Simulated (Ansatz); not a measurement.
# InAs: sound and stiffness along [100], [110] and [111]

Theory: Ansatz, DFT PBE, scalar-relativistic, plane waves, PAW. Plane waves to 420 eV; Γ-centred k mesh 12×12×12; Fermi-Dirac smearing of 0.15 eV. No spin polarisation.

Relaxed structure:
```cif
data_structure
_symmetry_space_group_name_H-M 'F-43m'
_symmetry_Int_Tables_number 216
_cell_length_a 6.1877
_cell_length_b 6.1877
_cell_length_c 6.1877
_cell_angle_alpha 90.000
_cell_angle_beta 90.000
_cell_angle_gamma 90.000
_cell_volume 236.92
loop_
_atom_site_label
_atom_site_type_symbol
_atom_site_symmetry_multiplicity
_atom_site_Wyckoff_symbol
_atom_site_fract_x
_atom_site_fract_y
_atom_site_fract_z
_atom_site_occupancy
In1 In 4 a 0.00000 0.00000 0.00000 1
As1 As 4 d 0.25000 0.25000 0.75000 1
```

In a metal, frequencies and elastic constants depend on the k mesh and the smearing, soft modes and shear constants most.

With ions relaxed, on the cubic axes: C11 = 70.3, C12 = 37.1, C44 = 33.0 GPa. The density is 5.320 g/cm³.

Task: Is the crystal stable against strain, and how anisotropic is it?

Result: Born's conditions hold: C11 + 2C12 = 144.5, C11 − C12 = 33.2 and C44 = 33.0 GPa are all positive. B = (C11 + 2C12)/3 = 48.2 GPa. The two shear moduli are C44 and C′ = (C11 − C12)/2 = 16.6 GPa, so Zener's ratio is A = C44/C′ = 1.99: the tetragonal shear C′ is the soft one, as in many fcc and bcc metals and zincblende crystals. The Cauchy pressure C12 − C44 is 4.1 GPa; it would vanish for pair forces between atoms on inversion centres at zero pressure, and a positive value is usual with metallic or many-body binding, and where atoms off inversion centres relax under shear, which lowers C44.

Task: Give the sound speeds along the three symmetry directions.

Result: The Christoffel equation gives ρv² for each branch:
```csv
direction,branch,ρv²,GPa,v (m/s)
[100],L,C11,70.3,3635
[100],T (×2),C44,33.0,2492
[110],L,(C11 + C12 + 2C44)/2,86.7,4038
[110],"T, u ∥ [001]",C44,33.0,2492
[110],"T, u ∥ [1-10]",(C11 − C12)/2,16.6,1766
[111],L,(C11 + 2C12 + 4C44)/3,92.2,4163
[111],T (×2),(C11 − C12 + C44)/3,22.1,2037
```

Task: How does Young's modulus depend on direction?

Result: Inverting gives S11 = 22.394, S12 = -7.736, S44 = 30.266 TPa⁻¹. Along a unit vector (l, m, n), 1/E = S11 − 2(S11 − S12 − S44/2)(l²m² + m²n² + n²l²), where the last bracket is 0, 1/4 and 1/3 for [100], [110] and [111]: E = 45, 67 and 81 GPa. With A > 1 the body diagonal is stiffest. For a film on (001), the biaxial modulus is C11 + C12 − 2C12²/C11 = 68 GPa and the normal strain is −2C12/C11 = -1.06 times the in-plane one.

The bands only touch here, so at this level the crystal is a zero-gap semiconductor or semimetal, not an ordinary metal; spin–orbit coupling, left out, can open or move such a gap.

Cost: 2 runs of about 3.4 core-minutes in all, on Intel Xeon 6975P-C (Granite Rapids) (shared hosts).

InAs is stiffest along [111], the direction of its bonds, because compression there directly shortens the strong sp³ bonds lying along that axis. The tetragonal shear C′ instead mainly changes bond angles, which cost little energy in a partly ionic tetrahedral network. The same contrast orders the sound speeds: the longitudinal wave quickens from [100] through [110] to [111], while the slowest wave is the [110] shear polarised along [1-10]. The positive Cauchy pressure is therefore no sign of metallic bonding here.

The touching bands disagree with the known narrow direct gap of InAs. The likely cause is the semilocal functional, which places the In-s-like conduction edge too low relative to the As-p-like valence edge. Spin–orbit coupling alone would probably not restore the gap, since it raises the top of the valence band. The lattice is also larger and softer than experiment finds, as is usual for PBE, so the anisotropy is more trustworthy than the absolute moduli. Stability against uniform strain does not exclude a phonon instability at finite wavevector.
